In this crystal Se sits at the corners of a cube and Sn at the centres of its faces. That is the Cu3Au type. The calculation slides all the Sn atoms together along one cube edge, holds everything else still, and records the energy and pressure of the cell and the force on the Sn atoms along the slide, summed over the three of them. The questions go down the rows first and then across the columns.

All Sn atoms of cubic Sn3Se (Cu3Au type, 4-atom cell, a = 4.726 Å, Pm-3m when undisplaced) are moved together along [010], with all else fixed. The method is scalar-relativistic r2SCAN in Ansatz 0.2.0 (plane-wave PAW, 500 eV cutoff, 10×10×10 k mesh, 0.15 eV Gaussian smearing, no spin polarisation). Free energies are relative to the undisplaced cell; pressure is positive in compression.

```
displacement (Å)  energy change (eV a cell)  force along direction (eV/Å summed over the moved atoms)  pressure (GPa)
            -0.5                     -0.029                                                    -0.039            1.12
           -0.25                     -0.011                                                    -0.079            0.26
               0                      0.000                                                     0.000           -0.02
           0.125                     -0.003                                                     0.049            0.05
           0.375                     -0.021                                                     0.073            0.61
```

1. In the top two rows, which way does the force push?

The displacement is negative there and so is the force. Taken together, the Sn atoms are therefore pushed further in the direction in which they have already moved. A spring would give a force of the opposite sign. The energy agrees: it lies 11 meV a cell below the undisturbed crystal at −0.25 Å and 29 meV below at −0.5 Å.

2. The middle row has no force at all. Is it a resting place?

It is a balance point, but along this line it is the top of a hill. In the undisturbed cubic cell every direction has an equal opposite, so the force on each atom must cancel, whether the energy there is lowest or highest. A relaxation that keeps the cubic symmetry sees no force and stops. Sliding the Sn atoms breaks that symmetry, so the space group Pm-3m holds for the middle row only.

For anyone who uses relaxed cells as input, zero force is thus no proof of stability. A small push off the symmetric site, followed by a look at the force, is a cheap test, though a push along one line can miss an instability along another. In this table all four displaced rows give the same verdict.

3. The bottom two rows lie on the other side. Do they belong to the same curve?

They do. Inversion turns a slide to the right into an equal slide to the left, so only the distance from the centre matters for the energy. Put in order of distance, the energy falls all the way to 0.5 Å. The outward force first grows, is largest at 0.25 Å among the computed points, and has dropped to about half of that at 0.5 Å.

This is the inner part of a double well, a hill with a hollow on either side. With x for the displacement and F for the force on the Sn atoms, symmetry allows only odd powers of x:

F = k x − q x³

The first term drives the atoms away from the centre, and the second reins them in. Fitted to all five rows, this formula gives the rise and fall of the force, with a largest miss of about 7 percent of the highest force in the table.

4. Which Sn atoms do the pushing?

The summed force hides a contest. One of the three Sn atoms starts in the same plane as its four Se neighbours, and the slide lifts it out of that plane. The other two start midway between Se planes and move towards Se on one side. At 0.5 Å the first atom is pushed outward with 0.35 eV/Å, while each of the other two is pushed back with 0.16 eV/Å, so little is left in the sum.

The geometry suggests why the return force catches up. Lifting an atom straight out of a plane hardly changes its distance to the neighbours in that plane: these contacts grow by only about 1 percent, and the push stays nearly proportional to the displacement. For the other two atoms the short contacts close from 3.34 to 3.01 Å. The return force for each ångström of displacement almost doubles between the smallest and the largest shift, as expected if these contacts become crowded.

Seen from the Sn atoms, it is Se that leaves the centre of its cage, and it is tempting to say that the nearer Sn atoms pull it in. The forces do not support this, since those Sn atoms are pushed away from the Se that they approach. Why the Sn atom in the Se plane wants to leave it is less certain. Divalent tin often sits at the tip of a pyramid, with its neighbours on one side and a lone pair of electrons on the other, and something similar may be at work here. That is a guess: this crystal has three Sn atoms for each Se and no band gap, so its tin is not plainly divalent, and no analysis of the electrons tests the idea.

5. Why does the pressure rise on both sides, and what would a smaller cell do?

Pressure, like energy, cannot depend on the sign of the displacement, so its change should start with x². It does: a quadratic curve fitted to all five rows follows them within 0.01 GPa, with a coefficient of 4.55 GPa/Å². Symmetry does not say whether the pressure rises or falls. A rise is expected if the Se–Sn contacts that close add more push than those that open take away. A positive pressure means that the cell would like to expand. The displaced crystal therefore gains more from extra room than the undisplaced one, and in a larger cell the hill at the centre would be steeper.

The same reasoning run backwards estimates how much squeezing would remove the hill. Near the centre the energy change is −k x²/2, with k about 0.4 eV/Å². Pressure is minus the change of energy with volume V, taken while the atoms keep their fractional positions, so x stretches with the cell. With k′ for the change of k with volume, this gives

pressure change / x² = k′/2 + k/(3V)

The cell volume is 4 × 26.39 Å³, or about 106 Å³, and 1 eV/Å³ is about 160 GPa. The numbers are then

4.55/160 ≈ 0.028 eV/Å⁵
k/(3V) ≈ 0.4/(3 × 106) ≈ 0.0013 eV/Å⁵
k′ ≈ 2 × (0.028 − 0.0013) ≈ 0.053 eV/Å⁵
volume to remove ≈ k/k′ ≈ 0.4/0.053 ≈ 7.5 Å³

That is about 7 percent of the volume, or a little over 2 percent of the edge. The same scan in a slightly compressed cell should thus show a weaker outward force, and after a few percent of shrinkage along each edge the summed force should point back to the centre. The Sn atom in the Se plane could still be pushed out on its own, so the cubic crystal need not be stable even then. The direction of this change follows from the pressures. The amount assumes that k keeps falling at a steady rate, which only a calculation in smaller cells could confirm.

The printed pressure is also an average over directions. At −0.5 Å the stress along the slide is −0.34 GPa, so the average of 1.12 GPa hides a larger positive stress across it. With the atoms held at this slide, a cell free to change its shape should widen across the slide and shorten along it, instead of swelling evenly.

6. Which digits can be trusted, and where is the bottom of the well?

The smallest energy change, 3 meV, looks fragile but is supported by the force. The force grows from zero to 0.049 eV/Å over the first 0.125 Å, so the energy should fall by about half the product of the two, which is again 3 meV. At the largest displacement, removing the effect of the electronic smearing changes the 29 meV by about 1 meV. The settings are the same in every row, so the table cannot tell how a finer k mesh or another functional would alter the depth.

The bottom of the well is a different matter, because the force still points outward at the last point. The two-term formula has the force reversed by 0.6 Å. Adding a term in x⁵ fits the rows much better, yet leaves a slight outward force at the same place. The table therefore fixes a least depth of 29 meV a cell for this rigid slide, but not the position of the minimum. The true distortion must lie lower still, since at the last point the single Sn atoms are still pushed in opposite directions, and following those forces lowers the energy.

Nor does the table say whether such a crystal would look cubic on average at room temperature. The 29 meV a cell is close to the thermal energy at 300 K, 26 meV, but it is only a lower bound, and the answer also depends on how strongly neighbouring cells move together.

7. What would change if a larger atom, such as Te, took the place of Se?

With the cell edge held fixed, a larger atom would meet the approaching Sn atoms sooner. The return force on them should grow, which by itself would make the well shallower. In practice the cell would also relax to a larger size, which gives back some of the room. The outcome depends on which change is greater, and on whether Te drives the Sn atom out of its plane as strongly as Se does. The forces on the single Sn atoms after one small slide, read as in question 4, would give a first answer: they show how steep the hill is, though not how deep the well.

The fitted curves and the forces on single atoms are printed in full below.

Output of the analysis:

```
Outward forces (eV/A) and Se-Sn contacts (A):
    row  distance  all_Sn  Sn_in_Se_plane  each_other_Sn   near   side    far
   -0.5       0.5   0.039          0.3506        -0.1557  3.009  3.379  3.712
  -0.25      0.25   0.079          0.1744        -0.0478   3.17  3.351  3.523
    0.0         0       0               0              0  3.342  3.342  3.342
  0.125     0.125   0.049           0.091        -0.0209  3.255  3.344  3.431
  0.375     0.375   0.073          0.2555        -0.0914  3.088  3.363  3.617
fit of force_along_direction on 5 rows: coefficient of displacement 0.3829 +/- 0.016, coefficient of displacement**3 -1.235 +/- 0.08; rms 0.00325, worst 0.375 0.00546, leave-one-out rms 0.0132
fit of force_along_direction on 5 rows: coefficient of displacement 0.4278 +/- 0.0052, coefficient of displacement**3 -1.977 +/- 0.075, coefficient of displacement**5 2.311 +/- 0.23; rms 0.000453, worst -0.25 0.000685, leave-one-out rms 0.00957
Energy change in meV a cell, computed and integrated from the fitted forces:
    row  computed  two_terms  three_terms
   -0.5       -29     -28.57        -28.6
  -0.25       -11     -10.76       -11.53
    0.0         0          0            0
  0.125        -3     -2.916       -3.223
  0.375       -21     -20.82       -21.38
Force at 0.6 A by two terms, eV/A: -0.03704
Force at 0.6 A by three terms, eV/A: 0.009264
Outward force per A on Sn in the Se plane, at 0.125 A, eV/A^2: 0.728
Outward force per A on Sn in the Se plane, at 0.5 A, eV/A^2: 0.7012
Outward force per A on each other Sn, at 0.125 A, eV/A^2: -0.1672
Outward force per A on each other Sn, at 0.5 A, eV/A^2: -0.3114
fit of pressure on 5 rows: constant -0.0229 +/- 0.0035, coefficient of displacement**2 4.554 +/- 0.027; rms 0.00425, worst 0.375 0.00745, leave-one-out rms 0.0103
Volume decrease that would cancel the outward stiffness, two terms, %: 6.666
Volume decrease that would cancel the outward stiffness, three terms, %: 7.486
Thermal energy kT at 300 K, meV: 25.85
```
